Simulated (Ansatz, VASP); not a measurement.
Two plane-wave programs on AlN

```xyz
4
Lattice="0.0000 -2.0522 -2.0522 0.0000 2.0522 -2.0522 4.1044 0.0000 0.0000" Properties=species:S:1:pos:R:3 pbc="T T T"
Al    0.0000    0.0000   -2.0522
Al    2.0522    0.0000    0.0000
N     2.0522    0.0000   -2.0522
N     0.0000    2.0522   -2.0522
```

Change from the starting cell: mode 4 frozen in at +0.000 Å, equal normal strain along x, y and z +0.0083.

Alike in both runs: task single point; functional PBE; k mesh 8 × 8 × 6; occupations gaussian, width 0.05 eV; no spin polarisation.

|  | VASP | Ansatz |
| --- | --- | --- |
| version | VASP 6.6.1 | Ansatz 0.2.0 |
| potentials or method | VASP PAW PBE potentials, release 64 (Al, N) | scalar-relativistic, plane waves, PAW |
| plane-wave cutoff (eV) | 520 | 520 |
| valence electrons in the cell | 16 | 16 |

Ansatz gave:

```
gap on the k mesh at the Fermi level (eV) : 4.20
least direct gap on the mesh (eV)         : 4.20
pressure (GPa)                            : -5.9
```

Problem. Which values does VASP return?

Solution. gap on the k mesh at the Fermi level (eV): 4.18; least direct gap on the mesh (eV): 4.18; pressure (GPa): -6.2.

A k mesh can miss the band edges.
